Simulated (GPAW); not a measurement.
Crystal: Ca.

```
Ca
1.0
     3.48866    0.00000    0.00000
     0.00000    3.48866    0.00000
     0.00000    0.00000    3.48866
Ca
1
Direct
  0.00000 0.00000 0.00000
```

This isn't the form of Ca at room conditions, which is fcc.

```yaml
Program: GPAW 26.7.0
Task: single point
Functional: PBE
Potentials_or_basis: GPAW PAW data sets (gpaw-data 1.2.1)
Cutoff: 600 eV
Basis: pw
k_mesh: 8 × 8 × 8
Occupations: fermi-dirac, width 0.05 eV
Spin: no spin polarisation
```

On this cell: pressure 0.5 GPa; band gap on the k mesh none (metal or under the smearing width).

The same run follows on a disturbed copy (cell strained at random at fixed volume):

```
Ca
1.0
     3.43896    0.00419   -0.02578
     0.00419    3.53127   -0.06249
    -0.02578   -0.06249    3.49766
Ca
1
Direct
  0.00713 0.98520 0.01166
```

**Question.** What changes?

**Answer.** The energy (extrapolated to zero smearing) moves by +0.3 meV/atom; pressure 0.5 GPa; band gap on the k mesh none (metal or under the smearing width).

Stress tensor (GPa, compression positive):
```
 1.35  0.02 -0.13
 0.02 -0.22 -0.30
-0.13 -0.30  0.31
```
